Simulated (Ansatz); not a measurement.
Runs of Ansatz 0.2.0 on Re. It takes space group P6_3/mmc (No. 194, hexagonal). Conventional cell: a = 2.761 Å, b = 2.761 Å, c = 4.458 Å, α = 90.00°, β = 90.00°, γ = 120.00°. Re (site symmetry -6m2) has 12 Re at 2.74 to 2.76 Å as nearest neighbours. 

```csv
task,level,potentials or basis,k mesh,cutoff (eV),points for each segment of the path,gap on the mesh (eV),pressure (GPa),V0 of scaled cells (Å³/atom),B0 (GPa)
single point,PBE,Ansatz PAW,19 × 19 × 11,420,-,none,6.0,-,-
band structure,SVWN5,Ansatz PAW,11 × 11 × 6,420,14,none,-10.3,-,-
equation of state,PBEsol,Ansatz PAW,11 × 11 × 6,420,-,-,-,14.55,389
equation of state,PBE,SPMS NC,11 × 11 × 6,435,-,-,-,14.95,362
band structure,LDA,JTH PAW LDA,11 × 11 × 6,1290,14,none,(b),-,-
equation of state,m-r2SCAN,Ansatz PAW,11 × 11 × 6,500,-,-,-,14.70,386
equation of state,BLYP+D3(BJ),Ansatz PAW,11 × 11 × 6,420,-,-,-,(a),366
equation of state,PBE+D3(BJ),Ansatz PAW,11 × 11 × 6,420,-,-,-,14.66,381
```

Alike in all rows: no spin polarisation; cell as given; smearing fermi-dirac 0.05 eV.

Question: Fill in the values left out.

Answer: (a) 14.77; (b) -10.1.

Caveats: the cell was scaled at fixed shape and fractional positions, which overstates the stiffness of a crystal with free parameters, most of all of layers and chains (some runs); spin-orbit coupling is left out, which moves the levels of the heavy elements (some runs); the PAW data sets come from PBE, with cores solved anew for the run's functional, which leaves a small shift of forces and pressure (some runs); the PAW data sets were made with another functional, which shifts forces and pressure a little (some runs); the potentials were made for another functional, which shifts forces and pressure (some runs).

A k mesh can miss the band edges, and the runs leave out spin-orbit coupling on Re.

A gap of «none» marks a metal or a gap under the smearing width.
